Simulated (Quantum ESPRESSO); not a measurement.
# Ru: equation of state with PBE

Ru:

```
Ru
1.0
     2.70580    0.00000    0.00000
    -1.35290    2.34329    0.00000
     0.00000    0.00000    4.28190
Ru
2
Direct
  0.66667 0.33333 0.75000
  0.33333 0.66667 0.25000
```

| Property | Result |
| --- | --- |
| Program | Quantum ESPRESSO 7.5 |
| Task | equation of state |
| Functional | PBE |
| Potentials or basis | Ansatz NC SR PBE |
| Cutoff | 1143 eV |
| Density cutoff | 4572 eV |
| k mesh | 11 × 11 × 6 |
| Occupations | fermi-dirac, width 0.05 eV |
| Spin | no spin polarisation |

```yaml
Equilibrium_volume: 13.77 Å³/atom
Bulk_modulus_at_fixed_shape_and_positions: 312 GPa
Pressure_derivative_of_the_bulk_modulus: 4.8
```

Energy against volume, from the lowest point:
| volume (Å³/atom) | energy (meV/atom) |
| --- | --- |
| 12.760 | 82.59 |
| 13.032 | 42.07 |
| 13.303 | 15.80 |
| 13.575 | 2.23 |
| 13.846 | 0.00 |
| 14.118 | 7.86 |
| 14.389 | 24.71 |

All runs of the series together: 5.7 min on 1 thread of Arm Neoverse V1, with other jobs on the host.

Caveat: the cell was scaled at fixed shape and fractional positions, which overstates the stiffness of a crystal with free parameters, most of all of layers and chains.
